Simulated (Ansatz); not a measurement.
# NiO: one cell, many SCF starts

How much does the result for NiO depend on the starting moments? The same cell is run from several starts. NiO is taken in the deposited crystal structure (space group Fm-3m, primitive cell doubled), 4 atoms in the cell. Source: COD entry 4320502, which need not be the ambient phase.

Computed with Ansatz 0.2.0 (DFT PBE+U, PAW, plane waves, scalar-relativistic; U − J = 6.2 eV on Ni d, unless a step's input says otherwise).

### 1 The structure to begin with

It takes space group Fm-3m (No. 225, cubic). The conventional cell has a = 4.199 Å, b = 4.199 Å, c = 4.199 Å, α = 90.00°, β = 90.00°, γ = 90.00°. Ni (site symmetry m-3m) is surrounded by 6 O at 2.10 Å. O (site symmetry m-3m) is surrounded by 6 Ni at 2.10 Å.

As a file:

```cif
data_structure
_symmetry_space_group_name_H-M 'P 1'
_symmetry_Int_Tables_number 1
_cell_length_a 2.9689
_cell_length_b 5.9378
_cell_length_c 2.9689
_cell_angle_alpha 60.000
_cell_angle_beta 60.000
_cell_angle_gamma 60.000
_cell_volume 37.01
loop_
_atom_site_label
_atom_site_type_symbol
_atom_site_fract_x
_atom_site_fract_y
_atom_site_fract_z
_atom_site_occupancy
Ni1 Ni 0.00000 0.00000 0.00000 1
Ni2 Ni 0.00000 0.50000 0.00000 1
O1 O 0.50000 0.25000 0.50000 1
O2 O 0.50000 0.75000 0.50000 1
```

Labels such as O4 number the atoms in the order of the input file.

First come: parallel moments, plain SCF; opposed moments +-, plain SCF; no spin polarisation; spin on, no moments given (the program may seed its own), plain SCF. Further starts follow from what these give.

A plain SCF has the search for lower states switched off and ends at the first converged state. Ends within 0.2 meV/atom and 0.1 μB count as one state.

Moments by site are taken inside atomic spheres; the rest lies between them.

### 2 Parallel moments, plain SCF

The input, input.yaml:

```yaml
crystal:
  lattice:
    - [0.0, 2.09932, 2.09932]
    - [4.19864, 0.0, 4.19864]
    - [2.09932, 2.09932, 0.0]
  atoms:
    - { symbol: Ni, position: [0.0, 0.0, 0.0], spin: 2.0 }
    - { symbol: Ni, position: [0.0, 0.5, 0.0], spin: 2.0 }
    - { symbol: O, position: [0.5, 0.25, 0.5] }
    - { symbol: O, position: [0.5, 0.75, 0.5] }
magnetization:
  spin_polarized: true
hamiltonian:
  xc: pbe
  pseudopotentials: { kind: paw }
  hubbard: { sites: [{ species: Ni, l: d, u_eff: 6.2 }] }
basis:
  ecutwfc: 420
kpoints:
  mp_grid: { grid: [9, 5, 9] }
scf:
  occupations: { method: fermi_dirac, width: 0.05 }
  lower_state_search: "off"
output:
  forces: true
  stress: true
```

What it wrote (excerpt; [...] marks lines left out):

```text
Warning: crystal.symmetry: narrowed to the stabiliser of the k-point mesh — unitary ops 24 → 8; excluded 16 operations that carry a point of the 9×5×9 mesh (shift [0, 0, 0]) off the mesh (the run samples exactly the mesh kpoints.mp_grid names, as under crystal.symmetry.detect: false, and [...]
Ni: projections on atomic orbitals take those of the free atom [Ne] 3s2 3p6 3d8 4s2, of charge +0.00 (hamiltonian.pseudopotentials.projection_atoms); the dataset's partial waves leave at most 1.6e-6 of an orbital's norm unspanned inside its sphere
O: projections on atomic orbitals take those of the free atom [He] 2s2 2p4, of charge +0.00 (hamiltonian.pseudopotentials.projection_atoms); the dataset's partial waves leave at most 1.9e-8 of an orbital's norm unspanned inside its sphere
[...]
Pseudopotentials: kind: paw
Pseudopotential: Ni, paw, valence charge 18, recommended cutoff 420 eV (normal), Ni.paw.azcp
Pseudopotential: O, paw, valence charge 6, recommended cutoff 420 eV (normal), O.paw.azcp
Functional definition: PBE
[...]
Crystal: 4 atoms, lattice volume = 37.008 Å³
Basis set: ecut = 420 eV, 707 PW (Γ), exchange–correlation on 40×80×40 points (8 copies of the dense FFT grid, shifted against one another)
Bands: 32, of which v1, the nominal top of the filled ones, is band 24 counted from 1 (23 counted from 0)
Symmetry: 8 space group operations
k-points: 115 of 405
[...]
Starting moments: Σ|m| = 4 μB on 2 of 4 sites
[...]
SCF iter   1: F=—  HF=-12811.628762 eV  |F-HF|=—  |Δ(HF+E_count)|=         —  Δρ=4.05e-1 (↑1.08e-1 ↓4.05e-1)  dr2=6.66e1  dr2_m=1.02e1  M=1.085 μB ∫|m|=1.085 μB  β_m=0.30  ethr=3.10e-3  ⟨swp⟩=5.5  Hψ=26591  notcnv=0  defer=13
[...]
spin=Collinear: Kerker preconditioning applied to the charge; magnetization (m = ρ↑ − ρ↓) channel mixes plain (no charge-response kernel on spin).
[...]
spin-set hold released at iteration 3 (the charge has settled, or the pull on large starting moments outlasts its swing): the magnetisation degrees of freedom join the quasi-Newton model from the next iteration; the mixer history was flushed
[...]
SCF iter  12: F=-12809.400602 eV  HF=-12809.400602 eV  |F-HF|=1.31e-8  |Δ(HF+E_count)|=   2.07e-7  Δρ=4.98e-6 (↑2.25e-6 ↓4.98e-6)  dr2=7.14e-9  dr2_m=1.71e-9  M=4.000 μB ∫|m|=4.014 μB  ethr=2.08e-10  ⟨swp⟩=4.0  Hψ=24154  notcnv=0
[...]
SCF converged after 12 iterations
Magnetization: 4.0000 μB (26.0000 up, 22.0000 down)
Absolute magnetization: 4.0120 μB (∫|ρ↑−ρ↓|, with the PAW one-centre terms)
Spin contamination: 0.0029 ħ² per cell (⟨S²⟩ above its minimum at these occupations)
Per-site moments (μB) at R_I (Å): [(1.725048487478625, 0.8659695), (1.725048487478625, 0.8659695000000001), (0.20102329767413907, 0.8659695000000001), (0.20102329767413896, 0.8659695)]
Free energy (F): -12809.400602 eV
[...]
E sigma→0 (E₀):  -12809.400602 eV
Fermi energy:    14.556638 eV
[...]
--- Forces (eV/Å), atoms counted from 1 ---
  atom   1  Ni     0.00000000    -0.00000000     0.00000000
  atom   2  Ni     0.00000000    -0.00000000     0.00000000
  atom   3  O      0.00000000     0.00000000     0.00000000
  atom   4  O      0.00000000     0.00000000     0.00000000
[...]
--- Stress (GPa, compression-positive) ---
        9.862380       0.000485      -0.000531
       -0.000282       9.861984      -0.000282
       -0.000531       0.000485       9.862380
  P = ⅓ Tr σ = 9.8622 GPa (98.622 kbar)
Occupation matrices written to <dir>
```

It took 9.3 s on 2 threads of an x86-64 CPU, shared host; peak memory 0.59 GiB.

End: ferromagnetic, site moments Ni1 1.73, Ni2 1.73, O3 0.20, O4 0.20 μB, total 4.00 μB per cell, a gap of 2.19 eV on the k-mesh.

### 3 Opposed moments +-, plain SCF

input.yaml: that of step 2 with these lines changed.

```diff
@@ -7,3 +7,3 @@
     - { symbol: Ni, position: [0.0, 0.0, 0.0], spin: 2.0 }
-    - { symbol: Ni, position: [0.0, 0.5, 0.0], spin: 2.0 }
+    - { symbol: Ni, position: [0.0, 0.5, 0.0], spin: -2.0 }
     - { symbol: O, position: [0.5, 0.25, 0.5] }
```

What it wrote:

```text
Warning: crystal.symmetry: narrowed to the stabiliser of the k-point mesh — unitary ops 12 → 4, anti-unitary 12 → 4; excluded 16 operations that carry a point of the 9×5×9 mesh (shift [0, 0, 0]) off the mesh (the run samples exactly the mesh kpoints.mp_grid names, as under crystal.symmetry.detect: false, and its converged state has the mesh's symmetry, not the crystal's; ε∞, the Born charges and the force constants of a linear response (`dielectric:` by the response, `phonons.method: dfpt`) are averaged over those of the crystal's operations that the state keeps within a tolerance, where `mesh_tensors`, `unaveraged_element` or `gamma_mean_max_change_ev_ang2` stands beside them; a row that `dielectric.field_direction` solves alone is averaged likewise, with nothing beside; a Γ-centred mesh of equal divisions is mapped onto itself by every operation and keeps the whole group, as does a half-shifted one under kpoints.further_shifts: images)
[... 14 lines as in an earlier run ...]
Symmetry: 4 space group operations
[... 7 lines as in an earlier run ...]
Starting moments: Σ|m| = 4 μB on 2 of 4 sites
[... 2 lines as in an earlier run ...]
spin-down is spin-up translated by (0, 0.5, 0): one eigenproblem is solved per k-point and the antiferromagnetic symmetry of the starting moments is kept exactly by this SCF (crystal.symmetry.spin_inversion_symmetry: false solves both channels; [...]
SCF iter   1: F=—  HF=-12811.706184 eV  |F-HF|=—  |Δ(HF+E_count)|=         —  Δρ=2.86e-1 (↑2.86e-1 ↓2.86e-1)  dr2=6.32e1  dr2_m=9.17e0  M=0.000 μB ∫|m|=1.011 μB  β_m=0.30  ethr=3.10e-3  ⟨swp⟩=5.5  Hψ=13262  notcnv=0  defer=49
preconditioner: auto → Kerker (q_TF=auto, 2.849 Å⁻¹)  [metal: Δε(μ)=0.030 eV  Ē_g=14.811 eV  σ=0.050 eV  W_gap=0.15  n_scr=16 (ndim 8)  ℏωp=34.5 eV  f_vac=0.000  D(μ)=2.96/eV (n_scr^D=28)]
[... 1 line as in an earlier run ...]
SCF iter   2: F=—  HF=-12805.533543 eV  |F-HF|=—  |Δ(HF+E_count)|=    6.17e0  Δρ=7.74e-2 (↑7.74e-2 ↓7.74e-2)  dr2=1.20e0  dr2_m=1.02e0  M=0.000 μB ∫|m|=3.083 μB  β_m=0.30  ethr=3.10e-3  ⟨swp⟩=4.0  Hψ=9307  notcnv=0  defer=199
Mixer restart at iter 2: flushing history
preconditioner: auto → none  [insulator: Δε(μ)=0.625 eV  Ē_g=13.845 eV  σ=0.050 eV  W_gap=0.99  n_scr=16 (ndim 8)  ℏωp=34.5 eV  f_vac=0.000  D(μ)=0.01/eV (n_scr^D=0)  ε∞_Penn≈7.2]
spin-set hold released at iteration 2 (the charge has settled, or the pull on large starting moments outlasts its swing): the magnetisation degrees of freedom join the quasi-Newton model from the next iteration; the mixer history was flushed
SCF iter   3: F=—  HF=-12806.885989 eV  |F-HF|=—  |Δ(HF+E_count)|=    1.35e0  Δρ=4.99e-2 (↑4.99e-2 ↓4.99e-2)  dr2=4.25e-1  dr2_m=5.35e-1  M=0.000 μB ∫|m|=3.054 μB  β_m=0.49  ethr=2.50e-3  ⟨swp⟩=3.0  Hψ=7203  notcnv=0  defer=174
SCF iter   4: F=—  HF=-12809.816381 eV  |F-HF|=—  |Δ(HF+E_count)|=    2.93e0  Δρ=7.30e-2 (↑7.30e-2 ↓7.30e-2)  dr2=4.64e0  dr2_m=3.11e-1  M=0.000 μB ∫|m|=3.627 μB  β_m=0.38  ethr=8.86e-4  ⟨swp⟩=3.1  Hψ=7294  notcnv=0  defer=244
SCF iter   5: F=—  HF=-12809.440684 eV  |F-HF|=—  |Δ(HF+E_count)|=   3.76e-1  Δρ=2.80e-2 (↑2.80e-2 ↓2.80e-2)  dr2=3.46e-1  dr2_m=1.70e-1  M=0.000 μB ∫|m|=3.546 μB  β_m=0.69  ethr=8.86e-4  ⟨swp⟩=3.0  Hψ=7961  notcnv=0  defer=360
SCF iter   6: F=—  HF=-12809.643063 eV  |F-HF|=—  |Δ(HF+E_count)|=   2.02e-1  Δρ=1.48e-2 (↑1.48e-2 ↓1.48e-2)  dr2=1.67e-1  dr2_m=6.94e-3  M=0.000 μB ∫|m|=3.576 μB  β_m=0.57  ethr=7.21e-4  ⟨swp⟩=2.9  Hψ=6862  notcnv=0  defer=399
SCF iter   7: F=—  HF=-12809.601683 eV  |F-HF|=—  |Δ(HF+E_count)|=   4.14e-2  Δρ=7.55e-3 (↑7.55e-3 ↓7.55e-3)  dr2=5.28e-2  dr2_m=5.89e-3  M=0.000 μB ∫|m|=3.589 μB  β_m=0.57  ethr=3.48e-4  ⟨swp⟩=2.4  Hψ=6048  notcnv=0  defer=402
SCF iter   8: F=—  HF=-12809.591460 eV  |F-HF|=—  |Δ(HF+E_count)|=   1.02e-2  Δρ=9.29e-4 (↑9.29e-4 ↓9.29e-4)  dr2=6.39e-4  dr2_m=8.97e-5  M=0.000 μB ∫|m|=3.604 μB  β_m=0.79  ethr=1.10e-4  ⟨swp⟩=2.1  Hψ=4945  notcnv=0  defer=402
SCF iter   9: F=—  HF=-12809.591537 eV  |F-HF|=—  |Δ(HF+E_count)|=   7.70e-5  Δρ=4.59e-4 (↑4.59e-4 ↓4.59e-4)  dr2=1.05e-4  dr2_m=3.58e-5  M=0.000 μB ∫|m|=3.605 μB  β_m=0.89  ethr=1.33e-6  ⟨swp⟩=2.0  Hψ=5298  notcnv=0  defer=402
SCF iter  10: F=—  HF=-12809.591596 eV  |F-HF|=—  |Δ(HF+E_count)|=   5.87e-5  Δρ=1.48e-4 (↑1.48e-4 ↓1.48e-4)  dr2=7.27e-6  dr2_m=3.97e-6  M=0.000 μB ∫|m|=3.605 μB  β_m=0.95  ethr=2.18e-7  ⟨swp⟩=2.0  Hψ=4898  notcnv=0  defer=402
SCF iter  11: F=—  HF=-12809.591609 eV  |F-HF|=—  |Δ(HF+E_count)|=   1.30e-5  Δρ=7.89e-5 (↑7.89e-5 ↓7.89e-5)  dr2=3.96e-6  dr2_m=9.45e-7  M=0.000 μB ∫|m|=3.605 μB  β_m=0.92  ethr=1.51e-8  ⟨swp⟩=2.0  Hψ=5963  notcnv=0  defer=402
iter 12 met the thresholds in force, and the SCF goes on: an eigenvalue changes by 0.89 meV, over its tolerance of 0.50 meV (output.eigenvalues, Limitations)
SCF iter  12: F=-12809.591610 eV  HF=-12809.591610 eV  |F-HF|=2.97e-8  |Δ(HF+E_count)|=   9.63e-7  Δρ=1.03e-5 (↑1.03e-5 ↓1.03e-5)  dr2=7.52e-8  dr2_m=1.36e-8  M=0.000 μB ∫|m|=3.605 μB  β_m=0.96  ethr=2.08e-10  ⟨swp⟩=3.9  Hψ=13578  notcnv=0
SCF iter  13: F=-12809.591610 eV  HF=-12809.591610 eV  |F-HF|=2.18e-11  |Δ(HF+E_count)|=   2.53e-8  Δρ=3.77e-7 (↑3.77e-7 ↓3.77e-7)  dr2=5.55e-11  dr2_m=3.12e-11  M=0.000 μB ∫|m|=3.605 μB  ethr=1.57e-10  ⟨swp⟩=2.8  Hψ=11373  notcnv=0
SCF 1 converged in 13 iterations: F = -12809.591610 eV  dr2 = 5.55e-11
SCF converged after 13 iterations
an eigenvalue changed by more than its tolerance at an iteration that met the thresholds in force, so the SCF went on 1 time: the last check found none over its tolerance
Magnetization: 0.0000 μB (24.0000 up, 24.0000 down)
Absolute magnetization: 3.6023 μB (∫|ρ↑−ρ↓|, with the PAW one-centre terms)
Spin contamination: 1.9256 ħ² per cell (⟨S²⟩ above its minimum at these occupations)
Per-site moments (μB) at R_I (Å): [(1.6726825786485995, 0.8659695), (-1.672682578648599, 0.8659695000000001), (2.4588346451172977e-17, 0.8659695000000001), (-4.638218455837441e-18, 0.8659695)]
Free energy (F): -12809.591610 eV
Harris-Foulkes:  -12809.591610 eV  (|F-HF|=2.18e-11)
Internal energy: -12809.591610 eV  (E = F + TS)
E sigma→0 (E₀):  -12809.591610 eV
Fermi energy:    14.283689 eV
--- Per-component energies (eV) ---
  E_band       = -726.794991
  E_kinetic    = 899.922538
  E_local      = -8030.688358  (includes V_loc(G=0)·N_el)
  E_nonlocal   = 1380.605226
  E_hartree    = 3298.094375
  E_xc         = -312.111435
  E_vxc        = -400.322473  (∫ρ·V_xc dr)
  E_hubbard    = 1.702856  (on-site DFT+U / exact-exchange correction)
  E_vhub       = -47.896869  (the Hubbard potential's part of the band-sum identity)
  E_paw        = -3579.132694  (= ΣΔE_a)
  E_vpaw       = -1124.609090  (= ΣTr[D̂ρ^β])
  E_aug_tail   = 0.005886  (compensation charges beyond the density's cutoff)
  E_ewald      = -6467.990005
  E_smearing   = -0.000000  (= −TS)
  E_closure    = -0.000000  (closes the sum)
  Σ components = -12809.591610   (vs F -12809.591610, Δ=0.00e0)
--- Forces (eV/Å), atoms counted from 1 ---
  atom   1  Ni    -0.00000000     0.00000000    -0.00000000
  atom   2  Ni     0.00000000     0.00000000     0.00000000
  atom   3  O      0.00000000    -0.00000000     0.00000000
  atom   4  O     -0.00000000     0.00000000    -0.00000000
  max |Σ_I F_I| component: 0.00e0 eV/Å
--- Stress (GPa, compression-positive) ---
        7.290219       0.088921      -0.089340
        0.088939       7.289966       0.088939
       -0.089340       0.088921       7.290219
  P = ⅓ Tr σ = 7.2901 GPa (72.901 kbar)
Occupation matrices written to <dir>
```

Wall time 6.2 s (2 threads of an x86-64 CPU, shared host); peak memory 0.59 GiB.

End: antiferromagnetic (magnetic neighbours of Ni1 with a moment over 0.3 of its own that point the other way: 6 of 12 at 2.97 Å, 6 of 6 at 4.20 Å), site moments Ni1 1.67, Ni2 -1.67 μB, total 0.00 μB per cell, a gap of 3.07 eV on the k-mesh. It lies 47.8 meV/atom below the lowest state so far (step 2).

### 4 No spin polarisation

input.yaml: that of step 3 with these lines changed.

```diff
@@ -6,8 +6,6 @@
   atoms:
-    - { symbol: Ni, position: [0.0, 0.0, 0.0], spin: 2.0 }
-    - { symbol: Ni, position: [0.0, 0.5, 0.0], spin: -2.0 }
+    - { symbol: Ni, position: [0.0, 0.0, 0.0] }
+    - { symbol: Ni, position: [0.0, 0.5, 0.0] }
     - { symbol: O, position: [0.5, 0.25, 0.5] }
     - { symbol: O, position: [0.5, 0.75, 0.5] }
-magnetization:
-  spin_polarized: true
 hamiltonian:
```

What it wrote (excerpt; [...] marks lines left out):

```text
[... 14 lines as in an earlier run ...]
Bands: 28, of which v1, the nominal top of the filled ones, is band 24 counted from 1 (23 counted from 0)
[... 7 lines as in an earlier run ...]
[...]
[... 2 lines as in an earlier run ...]
SCF iter   1: F=—  HF=-12815.397809 eV  |F-HF|=—  |Δ(HF+E_count)|=         —  Δρ=5.19e-1  dr2=7.80e1  ethr=3.10e-3  ⟨swp⟩=4.4  Hψ=10729  notcnv=0
[...]
SCF iter  14: F=-12805.272888 eV  HF=-12805.272888 eV  |F-HF|=2.11e-8  |Δ(HF+E_count)|=   1.25e-7  Δρ=1.51e-5  dr2=4.19e-8  ethr=2.08e-10  ⟨swp⟩=5.0  Hψ=13767  notcnv=0
the last iteration of the SCF fills more bands at one k-point than at another: 23 at k=2 and 25 at k=7 (a band counts as filled where it holds over half of its capacity, the bands of one level by their mean; [...]
SCF converged after 14 iterations
Free energy (F): -12805.272888 eV
[...]
E sigma→0 (E₀):  -12805.259827 eV
Entropy (-TS):   -0.026122 eV (-6.530 meV/atom)
Fermi energy:    13.594066 eV
[...]
--- Forces (eV/Å), atoms counted from 1 ---
  atom   1  Ni     0.00000000     0.00000000     0.00000000
  atom   2  Ni     0.00000000     0.00000000     0.00000000
  atom   3  O      0.00000000     0.00000000     0.00000000
  atom   4  O      0.00000000     0.00000000     0.00000000
[...]
--- Stress (GPa, compression-positive) ---
       -1.633810       0.051514       0.085452
        0.051500     -10.235485       0.051500
        0.085452       0.051514      -1.633810
  P = ⅓ Tr σ = -4.5010 GPa (-45.010 kbar)
Occupation matrices written to <dir>
```

Run time: 4.8 s. Hardware: 2 threads of an x86-64 CPU, shared host; peak memory 0.49 GiB.

The state reached is non-magnetic (no spin polarisation), no gap on the k-mesh. It lies 1080 meV/atom above the lowest state so far (step 3).

### 5 Spin on, no moments given (the program may seed its own), plain SCF

input.yaml: that of step 4 with these lines changed.

```diff
@@ -24 +24,3 @@
   stress: true
+magnetization:
+  spin_polarized: true
```

What it wrote (excerpt; [...] marks lines left out):

```text
Warning: crystal.symmetry: narrowed to the stabiliser of the k-point mesh — unitary ops 24 → 8, anti-unitary 24 → 8; excluded 32 operations that carry a point of the 9×5×9 mesh (shift [0, 0, 0]) off the mesh (the run samples exactly the mesh kpoints.mp_grid names, as under [...]
[... 2 lines as in an earlier run ...]
band count auto-derived: 30 (N_el = 48.0; filled up to band 24; 29 by the electrons, moments and atoms)
[... 11 lines as in an earlier run ...]
Bands: 30, of which v1, the nominal top of the filled ones, is band 24 counted from 1 (23 counted from 0)
[... 10 lines as in an earlier run ...]
SCF iter   1: F=—  HF=-12815.399051 eV  |F-HF|=—  |Δ(HF+E_count)|=         —  Δρ=2.59e-1 (↑2.59e-1 ↓2.59e-1)  dr2=7.80e1  dr2_m=0.00e0  M=0.000 μB ∫|m|=0.000 μB  β_m=0.30  ethr=3.10e-3  ⟨swp⟩=5.4  Hψ=11798  notcnv=0  defer=4
[...]
[... 1 line as in an earlier run ...]
[...]
SCF iter  12: F=-12809.400602 eV  HF=-12809.400602 eV  |F-HF|=7.54e-9  |Δ(HF+E_count)|=   2.22e-8  Δρ=8.27e-6 (↑4.47e-6 ↓8.27e-6)  dr2=7.90e-9  dr2_m=9.94e-9  M=4.000 μB ∫|m|=4.014 μB  ethr=2.08e-10  ⟨swp⟩=3.4  Hψ=26713  notcnv=0
[...]
SCF converged after 12 iterations
Magnetization: 4.0000 μB (26.0000 up, 22.0000 down)
Absolute magnetization: 4.0120 μB (∫|ρ↑−ρ↓|, with the PAW one-centre terms)
Spin contamination: 0.0029 ħ² per cell (⟨S²⟩ above its minimum at these occupations)
Per-site moments (μB) at R_I (Å): [(1.7250476018601155, 0.8659695), (1.7250476018601162, 0.8659695000000001), (0.20102321503621096, 0.8659695000000001), (0.20102321503621076, 0.8659695)]
Free energy (F): -12809.400602 eV
[...]
E sigma→0 (E₀):  -12809.400602 eV
Fermi energy:    14.556652 eV
[... 28 lines left out: energy terms, forces, stress ...]
Occupation matrices written to <dir>
```

Wall time 6.8 s (2 threads of an x86-64 CPU, shared host); peak memory 0.58 GiB.

Nothing new: the 12 iterations lead to the state found in step 2 (ferromagnetic).

### 6 Parallel moments scaled by 0.03, plain SCF

input.yaml: that of step 5 with these lines changed.

```diff
@@ -6,6 +6,8 @@
   atoms:
-    - { symbol: Ni, position: [0.0, 0.0, 0.0] }
-    - { symbol: Ni, position: [0.0, 0.5, 0.0] }
+    - { symbol: Ni, position: [0.0, 0.0, 0.0], spin: 0.06 }
+    - { symbol: Ni, position: [0.0, 0.5, 0.0], spin: 0.06 }
     - { symbol: O, position: [0.5, 0.25, 0.5] }
     - { symbol: O, position: [0.5, 0.75, 0.5] }
+magnetization:
+  spin_polarized: true
 hamiltonian:
@@ -24,3 +26 @@
   stress: true
-magnetization:
-  spin_polarized: true
```

What it wrote (excerpt; [...] marks lines left out):

```text
[... 14 lines as in an earlier run ...]
Bands: 29, of which v1, the nominal top of the filled ones, is band 24 counted from 1 (23 counted from 0)
[... 8 lines as in an earlier run ...]
Starting moments: Σ|m| = 0.12 μB on 2 of 4 sites
[... 2 lines as in an earlier run ...]
SCF iter   1: F=—  HF=-12815.395598 eV  |F-HF|=—  |Δ(HF+E_count)|=         —  Δρ=2.64e-1 (↑2.54e-1 ↓2.64e-1)  dr2=7.80e1  dr2_m=9.19e-3  M=0.037 μB ∫|m|=0.037 μB  β_m=0.30  ethr=3.10e-3  ⟨swp⟩=4.9  Hψ=22270  notcnv=0
[...]
[... 1 line as in an earlier run ...]
[...]
spin-set hold released at iteration 13 (site moments contracting): the magnetisation degrees of freedom join the quasi-Newton model from the next iteration; the mixer history was flushed
[...]
SCF iter  21: F=-12809.400602 eV  HF=-12809.400602 eV  |F-HF|=6.54e-9  |Δ(HF+E_count)|=   1.85e-7  Δρ=7.80e-6 (↑3.22e-6 ↓7.80e-6)  dr2=2.69e-8  dr2_m=3.36e-9  M=4.000 μB ∫|m|=4.014 μB  ethr=2.08e-10  ⟨swp⟩=3.7  Hψ=20457  notcnv=0
[...]
SCF converged after 21 iterations
Magnetization: 4.0000 μB (26.0000 up, 22.0000 down)
Absolute magnetization: 4.0120 μB (∫|ρ↑−ρ↓|, with the PAW one-centre terms)
Spin contamination: 0.0029 ħ² per cell (⟨S²⟩ above its minimum at these occupations)
Per-site moments (μB) at R_I (Å): [(1.7250500902099166, 0.8659695), (1.7250500902099164, 0.8659695000000001), (0.2010224100594173, 0.8659695000000001), (0.20102241005941718, 0.8659695)]
Free energy (F): -12809.400602 eV
[...]
E sigma→0 (E₀):  -12809.400602 eV
Fermi energy:    14.556764 eV
[... 28 lines left out: energy terms, forces, stress ...]
Occupation matrices written to <dir>
```

Run time: 8.9 s. Hardware: 2 threads of an x86-64 CPU, shared host; peak memory 0.58 GiB.

This is the state of step 2 again (ferromagnetic), after 21 iterations.

(Part 1 of 2 ends here.)
